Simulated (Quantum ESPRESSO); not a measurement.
# P under changes of volume

One of the cells (132.548 Å³/atom); the others are scaled copies at fixed shape and fractional positions:

```
CELL_PARAMETERS angstrom
3.28373 0.00000 0.00000
0.00000 34.85703 0.00000
0.00000 0.00000 4.63208
ATOMIC_POSITIONS crystal
P 0.50000 0.97026 0.90785
P 0.50000 0.02974 0.09215
P 0.00000 0.02974 0.40785
P 0.00000 0.97026 0.59215
```

```yaml
Program: Quantum ESPRESSO 7.5
Functional: r2SCAN
Potentials_or_basis: SG15 PBE 1.2
Cutoff: 599 eV
Density_cutoff: 2395 eV
k_mesh: 4 × 1 × 3
Occupations: fermi-dirac, width 0.05 eV
Spin: no spin polarisation
```

```csv
volume (Å³/atom),energy over the lowest point (meV/atom),gap on the mesh (eV),largest force (eV/Å)
124.595,?,?,?
127.246,19.52,1.05,0.568
129.897,8.71,1.07,0.384
132.548,2.32,1.08,0.225
135.199,0.00,1.09,0.132
137.850,1.30,1.11,0.189
```

Problem. What does the run at 124.595 Å³/atom give?

Solution. Energy over the lowest point 35.30 meV/atom; gap on the mesh 1.04 eV; largest force 0.773 eV/Å.

Worked out: A Birch-Murnaghan fit of order 3 (a polynomial in V^(-2/3)) to the other rows has its minimum at 135.53 Å³/atom with B0 = V·E''(V) = 11.1 GPa and B' = 4.0 at fixed shape and positions, which overstates the stiffness. It gives 35.26 meV/atom at 124.595 Å³/atom, against the run's 35.30. A straight line through the other rows of the gap, of slope 0.7 eV per unit of ln V (its deformation potential), extrapolates to 1.04 eV, against the run's 1.04.

Energies are extrapolated to zero smearing.

Caveats: all runs use coarse meshes; the potentials were made for another functional, which shifts forces and pressure.

A mesh can miss the band edges.
